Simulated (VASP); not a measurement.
Runs of VASP 6.6.1 on Te2Mo. The cell holds a sheet with vacuum, 3 atoms: a = 3.462 Å, b = 3.462 Å, c = 19.620 Å, α = 90.00°, β = 90.00°, γ = 120.00°. The cell was built by a generator and needn't be a form met in nature.

```tsv
task	level	spin	cell	k mesh	cutoff (eV)	grid for exact exchange (PRECFOCK)	dipole correction	screening parameter	gap on the mesh (eV)	largest force (eV/Å)
work function	HSE06	off	P-6m2, 67.9 Å³/atom	6 × 6 × 1	520	Fast	yes	0.2 1/A	(a)	0.13
work function	PBEsol	off	P-6m2, 67.9 Å³/atom	12 × 12 × 1	520	-	yes	-	1.28	0.06
work function	PBEsol	non-collinear, zero start, SOC	P-6m2, 67.9 Å³/atom	12 × 12 × 1	520	-	yes	-	-	0.08
relaxation of cell and atoms	PBEsol+D4	off	relaxed	12 × 12 × 1	600	-	no	-	1.28	-
```

Alike in all rows: potentials or basis VASP PAW PBE potentials, release 64 (Te, Mo_sv); smearing gaussian 0.03 eV.

Question: Estimate the missing entries.

Answer: (a) 1.75.

Caveats: the PAW data sets were made with another functional, which shifts forces and pressure a little; spin-orbit coupling is left out, which moves the levels of the heavy elements (some runs).

A k mesh can miss the band edges, and rows without SOC leave out spin-orbit coupling on Mo, Te.
